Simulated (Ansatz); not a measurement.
Structural energy differences of zirconium

Computed with DFT, BLYP, plane waves (420 eV) with PAW, scalar-relativistic (Ansatz 0.2.0). The PAW files were generated under PBE, with cores re-solved for the functional.

Each structure is relaxed within its own symmetry, so a high-lying one may be dynamically unstable.

```csv
structure,ΔE (meV/atom),V (Å³/atom),cell,magnetic state
hcp,0,24.18,"a = 3.267 Å, c = 5.233 Å (c/a = 1.602)",spin not included
omega (AlB2-type),7,23.93,"a = 5.107 Å, c = 3.178 Å (c/a = 0.622)",spin not included
fcc,39,24.02,a = 4.580 Å,spin not included
dhcp,45,24.20,"a = 3.252 Å, c = 10.572 Å (c/a = 3.251)",spin not included
bcc,82,23.74,a = 3.621 Å,spin not included
A15,125,23.95,a = 5.765 Å,spin not included
beta-Sn type,425,24.67,"a = 5.657 Å, c = 3.084 Å (c/a = 0.545)",spin not included
simple cubic,740,26.00,a = 2.963 Å,spin not included
diamond,2036,33.75,a = 6.463 Å,spin not included
```

ΔE counts from hcp.

Differences under about 8 meV lie within the error of the k-point mesh.
